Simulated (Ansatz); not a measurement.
# From the elastic tensor of NaI to moduli and sound speeds

The calculation used DFT PBE, scalar-relativistic, plane waves, PAW in Ansatz 0.2.0. Plane waves to 420 eV; Γ-centred k mesh 6×6×6; fixed occupations. No spin polarisation.

Symmetry: Fm-3m, No. 225, cubic system. Conventional cell: a = 6.528 Å, b = 6.528 Å, c = 6.528 Å, α = 90.00°, β = 90.00°, γ = 90.00°. Na (site symmetry m-3m) is surrounded by 6 I at 3.26 Å. I (site symmetry m-3m) has 6 Na at 3.26 Å as nearest neighbours.

Relaxed-ion constants (GPa, on the Cartesian axes of the calculation):
C11 = 29.6, C12 = 7.9, C13 = 7.9, C22 = 29.6, C23 = 7.9, C33 = 29.6, C44 = 7.0, C55 = 7.0, C66 = 7.0 GPa; the others vanish.

Density 3.579 g/cm³; 2 atoms in 69.55 Å³.

The values that follow are for a polycrystal of randomly turned grains, by Hill's mean where one number stands.

With S = C⁻¹: B_V = (C11+C22+C33+2(C12+C13+C23))/9, G_V = (C11+C22+C33−C12−C13−C23+3(C44+C55+C66))/15, 1/B_R = S11+S22+S33+2(S12+S13+S23), 15/G_R = 4(S11+S22+S33−S12−S13−S23)+3(S44+S55+S66); Hill is their mean. Then v_l = √((B+4G/3)/ρ), v_t = √(G/ρ), v_m = [(2/v_t³+1/v_l³)/3]^(−1/3) and Θ = (ħ/k_B)·v_m·(6π²n/V)^(1/3) for n atoms in the volume V; E = 9BG/(3B+G), ν = (3B−2G)/(2(3B+G)) and A^U = 5G_V/G_R + B_V/B_R − 6.

```json
{
  "Bulk modulus, Voigt / Reuss / Hill": "15.2 / 15.2 / 15.2 GPa",
  "Shear modulus, Voigt / Reuss / Hill": "8.6 / 8.2 / 8.4 GPa",
  "Young's modulus": "21 GPa",
  "Poisson ratio": "0.267",
  "Pugh ratio B/G": "1.81",
  "Universal anisotropy index": "0.23",
  "Longitudinal and transverse sound speeds": "2713 and 1530 m/s",
  "Debye temperature from the mean sound speed": "155 K"
}
```

Cost: 1 run of about 0.24 core-minutes, on Intel Xeon Platinum 8259CL (Skylake/Cascade Lake) (shared hosts).